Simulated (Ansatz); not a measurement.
# SnS (Pnma)

The calculation used Ansatz, DFT PBE, scalar-relativistic, plane waves, PAW.

Cutoff 420 eV; k points 4×8×6 on the computed 8-atom cell (Γ-centred); Gaussian smearing, width 0.02 eV; no spin polarisation.

The structure is relaxed at this level of theory with its symmetry kept.

```yaml
crystal:
  lattice:
    - [11.44551, 0.00000, 0.00000]
    - [0.00000, 4.02328, 0.00000]
    - [0.00000, 0.00000, 4.45420]
  atoms:
    - { symbol: Sn, position: [0.12154, 0.25000, 0.13001] }
    - { symbol: Sn, position: [0.37846, 0.75000, 0.63001] }
    - { symbol: Sn, position: [0.62154, 0.25000, 0.36999] }
    - { symbol: Sn, position: [0.87846, 0.75000, 0.86999] }
    - { symbol: S, position: [0.84990, 0.25000, 0.47744] }
    - { symbol: S, position: [0.65010, 0.75000, 0.97744] }
    - { symbol: S, position: [0.34990, 0.25000, 0.02256] }
    - { symbol: S, position: [0.15010, 0.75000, 0.52256] }
```

(1) Formation energy from the elements' standard states (uncorrected)?

(2) Kohn–Sham band gap?

(3) Löwdin character of the top 1 eV of the valence band?

(4) Löwdin character of the lowest 1 eV of the conduction band?

(5) Bader charges (e)?

Results:

(1) -0.457 eV/atom.

(2) 0.95 eV.

(3) S 3p 58 %, Sn 5s 22 %, Sn 5p 17 %.

(4) Sn 5p 63 %, S 3p 16 %, S 3s 9 %, Sn 5s 8 %, unprojected 4 %.

(5) Sn (4 in the cell) 0.96, S (4 in the cell) -0.96.

Cost: 1 run of about 4.9 core-minutes, on Intel Xeon Platinum 8259CL (Skylake/Cascade Lake) (shared hosts).